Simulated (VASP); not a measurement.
Write the native input for VASP 6.6.1 that does the following.

- Task: relaxation of cell and atoms
- Functional: LDA
- Potentials or basis: VASP PAW LDA potentials, release 64 (Ta_pv, S)
- Cutoff: 600 eV
- k mesh: 15 × 15 × 6
- Occupations: methfessel-paxton, width 0.1 eV
- Spin: no spin polarisation
- Further INCAR settings: ALGO = Normal; EDIFF = 1e-06; IBRION = 2; EDIFFG = -0.01; NSW = 90; ISIF = 3

The structure of TaS2 lies in POSCAR:

```
TaS2
1.0
    3.3500000000      0.0000000000      0.0000000000
   -1.6750000000      2.9011851027      0.0000000000
    0.0000000000      0.0000000000      5.8600000000
Ta S
1 2
Direct
    0.0000000000      0.0000000000      0.0000000000
    0.3333333333      0.6666666667      0.2500000000
    0.6666666667      0.3333333333      0.7500000000
```

The input as run:

INCAR

```
PREC = Accurate
ENCUT = 600
EDIFF = 1E-6
ISMEAR = 1
SIGMA = 0.1
LREAL = False
LASPH = True
NELM = 80
ALGO = Normal
ISIF = 3
LWAVE = False
LCHARG = False
IBRION = 2
NSW = 90
EDIFFG = -0.01
```

KPOINTS

```
Automatic mesh
0
Gamma
  15 15 6
```

Potentials or basis: VASP PAW LDA potentials, release 64 (Ta_pv, S).

The run is started by

```sh
$ cat potpaw_LDA.64/Ta_pv/POTCAR potpaw_LDA.64/S/POTCAR > POTCAR
$ mpirun -np 1 vasp_std > vasp.out
```

It gave:

```yaml
Relaxed_volume: 17.94 Å³/atom
Relaxed_cell: a = 3.292 Å, b = 3.292 Å, c = 5.736 Å, α = 90.00°, β = 90.00°, γ = 120.00°
Space_group_after_relaxing_to_0.05_Å: P-3m1 (No. 164)
Energy_gained_by_relaxing: 23.7 meV/atom
Ionic_steps: 16
Pressure_after_relaxing: 0.0 GPa
Largest_force_after_relaxing: 0.008 eV/Å
Band_gap_on_the_k_mesh: none (metal or under the smearing width)
```

Run time: 10 min on 1 thread of Intel(R) Xeon(R) Platinum 8488C (Sapphire Rapids), on a shared host, peak memory 0.3 GiB.
